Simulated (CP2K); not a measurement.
# PbSe (Clausthalite) (Fm-3m) in CP2K: single point with PBE

Aim: the single point of PbSe (Clausthalite) with PBE.

All numbers are computed with CP2K 2026.2; they aren't measurements. Logs are shortened: lines on timing, memory, paths and dates and some standing lists are left out, and cuts for length are marked.

**Measured values to compare with.**

A printed reference work, monograph reports, for a bulk crystal of PbSe at 300 K: band gap 0.28 eV (direct).

The results are compared with them further down.

### 1 The crystal as given

Symmetry: Fm-3m, No. 225, cubic system. The conventional cell has a = 6.121 Å, b = 6.121 Å, c = 6.121 Å, α = 90.00°, β = 90.00°, γ = 90.00°. Pb (site symmetry m-3m) has 6 Se at 3.06 Å as nearest neighbours. Around Se (site symmetry m-3m) lie 6 Pb at 3.06 Å.

### 2 Single point, PBE

Input file pbse_scf.inp:

```
&GLOBAL
  PROJECT pbse_scf
  RUN_TYPE ENERGY_FORCE
  PRINT_LEVEL LOW
&END GLOBAL
&FORCE_EVAL
  METHOD QS
  STRESS_TENSOR ANALYTICAL
  &DFT
    BASIS_SET_FILE_NAME BASIS_MOLOPT_UZH
    POTENTIAL_FILE_NAME POTENTIAL_UZH
    &MGRID
      CUTOFF 450
      REL_CUTOFF 60
      NGRIDS 4
    &END MGRID
    &QS
      METHOD GPW
      EPS_DEFAULT 1.0E-10
    &END QS
    &KPOINTS
      SCHEME MONKHORST-PACK 8 8 8
      GAMMA_CENTERED T
      SYMMETRY T
      SYMMETRY_BACKEND SPGLIB
    &END KPOINTS
    &SCF
      SCF_GUESS ATOMIC
      EPS_SCF 1.0E-6
      MAX_SCF 100
      ADDED_MOS 10
      CHOLESKY OFF
      EPS_EIGVAL 1.0E-7
      &DIAGONALIZATION ON
        ALGORITHM STANDARD
      &END DIAGONALIZATION
      &MIXING ON
        METHOD BROYDEN_MIXING
        ALPHA 0.4
        BETA 1.5
        NBUFFER 8
      &END MIXING
      &SMEAR ON
        METHOD GAUSSIAN
        SIGMA [eV] 0.011
      &END SMEAR
    &END SCF
    &XC
      &XC_FUNCTIONAL PBE
      &END XC_FUNCTIONAL
    &END XC
    &PRINT
      &KPOINTS ON
      &END KPOINTS
      &MULLIKEN ON
      &END MULLIKEN
      &MO ON
        ENERGIES T
        OCCUPATION_NUMBERS T
        &EACH
          QS_SCF 0
        &END EACH
        ADD_LAST NUMERIC
      &END MO
    &END PRINT
  &END DFT
  &SUBSYS
    &CELL
      ABC 4.3284127397 4.3284127396 4.3284127397
      ALPHA_BETA_GAMMA 60.0000000004 60.0000000005 60.0000000003
      PERIODIC XYZ
    &END CELL
    &COORD
      SCALED
      Pb  0.0000000000 0.0000000000 0.0000000000
      Se  0.5000000000 0.5000000000 0.5000000000
    &END COORD
    &KIND Pb
      BASIS_SET TZVP-MOLOPT-PBE-GTH-q4
      POTENTIAL GTH-PBE-q4
    &END KIND
    &KIND Se
      BASIS_SET TZVP-MOLOPT-PBE-GTH-q6
      POTENTIAL GTH-PBE-q6
    &END KIND
    &PRINT
      &ATOMIC_COORDINATES ON
      &END ATOMIC_COORDINATES
      &CELL ON
      &END CELL
      &SYMMETRY ON
      &END SYMMETRY
    &END PRINT
  &END SUBSYS
  &PRINT
    &FORCES ON
    &END FORCES
    &STRESS_TENSOR ON
    &END STRESS_TENSOR
  &END PRINT
&END FORCE_EVAL
```

Potentials or basis: POTENTIAL_UZH Pb GTH-PBE-q4, Se GTH-PBE-q6; TZVP-MOLOPT-PBE-GTH basis.

Launch:

```console
> OMP_NUM_THREADS=1 cp2k.psmp -i pbse_scf.inp -o pbse_scf.out
```

pbse_scf.out:

```text

 CP2K| version string:                                       CP2K version 2026.2
 CP2K| Input file name                                              pbse_scf.inp

 GLOBAL| Force Environment number                                              1
 GLOBAL| Basis set file name                                    BASIS_MOLOPT_UZH
 GLOBAL| Potential file name                                       POTENTIAL_UZH
 GLOBAL| MM Potential file name                                     MM_POTENTIAL
 GLOBAL| Coordinate file name                                      __STD_INPUT__
 GLOBAL| Method name                                                        CP2K
 GLOBAL| Project name                                                   pbse_scf
 GLOBAL| Run type                                                   ENERGY_FORCE
 GLOBAL| FFT library                                                       FFTW3
[... 6 lines left out ...]
 GLOBAL| Total number of message passing processes                             1
 GLOBAL| Number of threads for this process                                    1
 GLOBAL| CPU model name                                 Intel(R) Xeon(R) 6975P-C

 CELL| Volume [angstrom^3]:                                            57.341758
 CELL| Vector a [angstrom]:       4.328     0.000     0.000   |a| =     4.328413
 CELL| Vector b [angstrom]:       2.164     3.749     0.000   |b| =     4.328413
 CELL| Vector c [angstrom]:       2.164     1.250     3.534   |c| =     4.328413
 CELL| Angle (b,c), alpha [degree]:                                    60.000000
 CELL| Angle (a,c), beta  [degree]:                                    60.000000
 CELL| Angle (a,b), gamma [degree]:                                    60.000000
 CELL| Numerically orthorhombic:                                              NO
 CELL| Periodicity                                                           XYZ

 CELL_REF| Volume [angstrom^3]:                                        57.341758
 CELL_REF| Vector a [angstrom     4.328     0.000     0.000   |a| =     4.328413
 CELL_REF| Vector b [angstrom     2.164     3.749     0.000   |b| =     4.328413
 CELL_REF| Vector c [angstrom     2.164     1.250     3.534   |c| =     4.328413
 CELL_REF| Angle (b,c), alpha [degree]:                                60.000000
 CELL_REF| Angle (a,c), beta  [degree]:                                60.000000
[... 13 lines left out ...]

  Total number of            - Atomic kinds:                                   2
                             - Atoms:                                          2
                             - Shell sets:                                     2
                             - Shells:                                        14
                             - Primitive Cartesian functions:                  8
                             - Cartesian basis functions:                     36
                             - Spherical basis functions:                     34

  Maximum angular momentum of- Orbital basis functions:                        2
                             - Local part of the GTH pseudopotential:          0
                             - Non-local part of the GTH pseudopotential:      4

 MODULE QUICKSTEP: ATOMIC COORDINATES IN ANGSTROM

   Atom Kind Element         X             Y             Z       Z(eff)     Mass
      1    1 Pb   82      0.000000      0.000000      0.000000   4.0000 207.2000
      2    2 Se   34      4.328413      2.499010      1.767067   6.0000  78.9600

 Crystal Symmetry Information
       International Symbol:                                               Fm-3m
       Point Group Symbol:                                                  m-3m
       Schoenflies Symbol:                                                  Oh^5
       Number of Symmetry Operations:                                         48

 SCF PARAMETERS         Density guess:                                    ATOMIC
                        --------------------------------------------------------
                        max_scf:                                             100
[... 7 lines left out ...]
                        --------------------------------------------------------
                        level_shift [a.u.]:                             0.000000
                        added MOs                                        10    0
                        --------------------------------------------------------
                        Mixing method:                            BROYDEN_MIXING
                                                charge density mixing in g-space
                        --------------------------------------------------------
                        Smear method:                                   GAUSSIAN
                        Smearing width (sigma) [a.u.]:                  4.04E-04
                        Accuracy threshold:                             1.00E-10
                        --------------------------------------------------------
                        No outer SCF

 *******************************************************************************
                                    Kpoints
 *******************************************************************************
 BRILLOUIN| K-point scheme                                        Monkhorst-Pack
 BRILLOUIN| K-Point grid                                             8    8    8
 BRILLOUIN| Gamma-centered k-point mesh                                     ON
 BRILLOUIN| K-point symmetry accuracy                               0.100000E-05
 BRILLOUIN| K-Point point group symmetrization                                ON
 BRILLOUIN| Symmetry backend                                             SPGLIB
 BRILLOUIN| Symmetry reduction method                                    SPGLIB
 BRILLOUIN| Wavefunction type                                            COMPLEX
 BRILLOUIN| List of Kpoints [2 Pi/Bohr]                                       29
 BRILLOUIN| Number           Weight            X              Y              Z
 BRILLOUIN|     1           0.01562       -0.37500       -0.37500       -0.37500
 BRILLOUIN|     2           0.04688       -0.37500       -0.37500       -0.25000
 BRILLOUIN|     3           0.04688       -0.37500       -0.37500       -0.12500
 BRILLOUIN|     4           0.01172       -0.37500       -0.37500        0.00000
 BRILLOUIN|     5           0.04688       -0.37500       -0.37500        0.12500
 BRILLOUIN|     6           0.02344       -0.37500       -0.37500        0.25000
[... 21 lines left out ...]
 BRILLOUIN|    28           0.00781        0.00000        0.00000        0.50000
 BRILLOUIN|    29           0.00586        0.00000        0.50000        0.50000
 *******************************************************************************

 Extrapolation method: initial_guess

 Number of electrons:                                                         10
 Number of occupied orbitals:                                                  5
 Number of molecular orbitals:                                                15

 Number of orbital functions:                                                 34
 Number of independent orbital functions:                                     34

 SCF WAVEFUNCTION OPTIMIZATION

  Step     Update method      Time    Convergence         Total energy    Change
  ------------------------------------------------------------------------------
     1 NoMix/Diag. 0.40E+00    0.8     0.84018961       -13.0459233360 -1.30E+01
     2 Broy./Diag. 0.40E+00    0.9     0.04721349       -12.7603751448  2.86E-01
     3 Broy./Diag. 0.40E+00    0.9     0.11862217       -12.8944052345 -1.34E-01
     4 Broy./Diag. 0.40E+00    0.8     0.02468509       -13.0489955039 -1.55E-01
     5 Broy./Diag. 0.40E+00    0.8     0.01139586       -13.0154853401  3.35E-02
     6 Broy./Diag. 0.40E+00    0.8     0.00296856       -13.0107020086  4.78E-03
     7 Broy./Diag. 0.40E+00    0.9     0.00089147       -13.0057368059  4.97E-03
     8 Broy./Diag. 0.40E+00    0.9     0.00061004       -13.0058419569 -1.05E-04
     9 Broy./Diag. 0.40E+00    0.9     0.00010426       -13.0057907411  5.12E-05
    10 Broy./Diag. 0.40E+00    0.9     0.00012123       -13.0058468758 -5.61E-05
    11 Broy./Diag. 0.40E+00    0.8     0.00002621       -13.0058093083  3.76E-05
    12 Broy./Diag. 0.40E+00    0.8     0.00000745       -13.0057853402  2.40E-05
    13 Broy./Diag. 0.40E+00    0.8     0.00000256       -13.0057812501  4.09E-06
    14 Broy./Diag. 0.40E+00    0.9     0.00000049       -13.0057809137  3.36E-07

  *** SCF run converged in    14 steps ***

  Electronic density on regular grids:        -10.0000000000       -0.0000000000
  Core density on regular grids:                9.9999999967       -0.0000000033
  Total charge density on r-space grids:       -0.0000000033
  Total charge density g-space grids:          -0.0000000033

  Overlap energy of the core charge distribution:               0.00000000002858
  Self energy of the core charge distribution:                -27.02377452920984
  Core Hamiltonian energy:                                      5.89545867173031
  Hartree energy:                                              11.19046380269149
  Exchange-correlation energy:                                 -3.06792885898452
  Smearing free energy correction:                             -0.00000000000000
  Fermi energy:                                                 0.15695749590218

  Total energy:                                               -13.00578091374398
  Total energy (extrapolated to sigma->0):                    -13.00578091374398

 MO| EIGENVALUES AND OCCUPATION NUMBERS FOR K POINT 1
 MO|
 MO|  Index      Eigenvalue [a.u.]        Eigenvalue [eV]             Occupation
 MO|      1              -0.320838              -8.730459               2.000000
 MO|      2              -0.162009              -4.408501               2.000000
 MO|      3               0.089563               2.437130               2.000000
 MO|      4               0.089563               2.437131               2.000000
 MO|      5               0.132729               3.611738               2.000000
 MO|      6               0.188733               5.135687               0.000000
 MO|      7               0.226645               6.167323               0.000000
 MO|      8               0.226645               6.167323               0.000000
 MO|      9               0.459911              12.514809               0.000000
 MO|     10               0.535047              14.559364               0.000000
 MO|     11               0.535047              14.559365               0.000000
 MO|     12               0.609146              16.575713               0.000000
 MO|     13               0.723281              19.681487               0.000000
[... 277 lines left out ...]
 MO|      5               0.111893               3.044750               2.000000
 MO|      6               0.213691               5.814824               0.000000
 MO|      7               0.267794               7.287057               0.000000
 MO|      8               0.311596               8.478966               0.000000
 MO|      9               0.418273              11.381797               0.000000
 MO|     10               0.547648              14.902268               0.000000
 MO|     11               0.579615              15.772127               0.000000
 MO|     12               0.627774              17.082591               0.000000
 MO|     13               0.644060              17.525758               0.000000
 MO|     14               0.760289              20.688508               0.000000
 MO|     15               0.776038              21.117068               0.000000
 MO| Sum:                                                              10.000000
 MO| E(Fermi):            0.156957 a.u.          4.271031 eV
 MO| Band gap:            0.101798 a.u.          2.770074 eV

 [... the levels of further k-points ...]

 !-----------------------------------------------------------------------------!
                     Mulliken Population Analysis

 #  Atom  Element  Kind  Atomic population                           Net charge
       1     Pb       1          3.442025                              0.557975
       2     Se       2          6.557975                             -0.557975
 # Total charge                             10.000000                 -0.000000

 !-----------------------------------------------------------------------------!

 ENERGY| Total FORCE_EVAL ( QS ) energy [hartree]            -13.005780947861496

 FORCES| Atomic forces [hartree/bohr]
 FORCES|   Atom     x               y               z               |f|
 FORCES|      1 -1.51302065E-15 -1.08178413E-15 -1.67785607E-15   2.50493301E-15
 FORCES|      2 -7.64834312E-14 -5.79406959E-15 -5.56864280E-15   7.69044620E-14
 FORCES| Sum    -7.79964519E-14 -6.87585373E-15 -7.24649887E-15
 FORCES| Total atomic force                                       7.86335527E-14

 STRESS| Analytical stress tensor [bar]
 STRESS|                        x                   y                   z
 STRESS|      x        2.95188914682E+04  -3.26362426600E-02  -2.60739940045E-02
 STRESS|      y       -3.26362426600E-02   2.95189300783E+04  -1.50268440308E-02
 STRESS|      z       -2.60739940045E-02  -1.50268440308E-02   2.95189378451E+04
 STRESS| 1/3 Trace                                             2.95189197972E+04
 STRESS| Determinant                                           2.57218015466E+13

 STRESS| Eigenvectors and eigenvalues of the analytical stress tensor [bar]
 STRESS|                        1                   2                   3
 STRESS| Eigenvalues   2.95188610603E+04   2.95189486752E+04   2.95189496561E+04
 STRESS|      x           0.808477268700     -0.532817387410     -0.249940268202
 STRESS|      y           0.461748566395      0.837589397004     -0.291945651550
 STRESS|      z           0.364901037855      0.120621862447      0.923199652769
```

Wall time 15 s (1 thread of Intel Xeon 6975P-C (Granite Rapids), shared host); peak memory 0.34 GiB.

What came out:

| Quantity | Value |
| --- | --- |
| Free energy | -353.9053 eV |
| Pressure | 3.0 GPa |
| Band gap on the k mesh | 0.14 eV, direct |
| Mulliken charges | Pb +0.56; Se -0.56 e |

Levels at points of the mesh, in eV from the valence-band top:
```csv
k point,band 3,band 4,band 5,band 6,band 7,band 8
"(0.00, 0.00, 0.00)",-2.00,-2.00,-2.00,4.86,4.86,4.86
"(0.00, 0.00, 0.50)",-1.69,-1.69,0.00,0.14,1.63,1.63
"(0.00, 0.50, 0.50)",-5.24,-3.42,-3.42,3.63,5.75,5.75
```

Caveat: Mulliken charges move with the basis; spin-orbit coupling is left out, which as a rule narrows the gap of such compounds by several tenths of an eV; the basis of atomic orbitals isn't converged, which shifts pressures, moduli and gaps.

### 3 How close it comes

Step 2. A measured gap of PbSe is 0.28 eV (direct; 300 K; a printed reference work, monograph); the calculated 0.14 eV misses it by -0.14 eV. 2 values of this kind are on record (0.15 to 0.28 eV); this one was drawn at random. Spin-orbit coupling on Pb, Se is left out. The value is that of PBE in an atomic basis (POTENTIAL_UZH Pb GTH-PBE-q4, Se GTH-PBE-q6; TZVP-MOLOPT-PBE-GTH basis), whose error adds to the functional's, on a finite k mesh, which can miss the band edges, without temperature or zero-point motion. Semilocal functionals fall short of measured gaps as a rule.
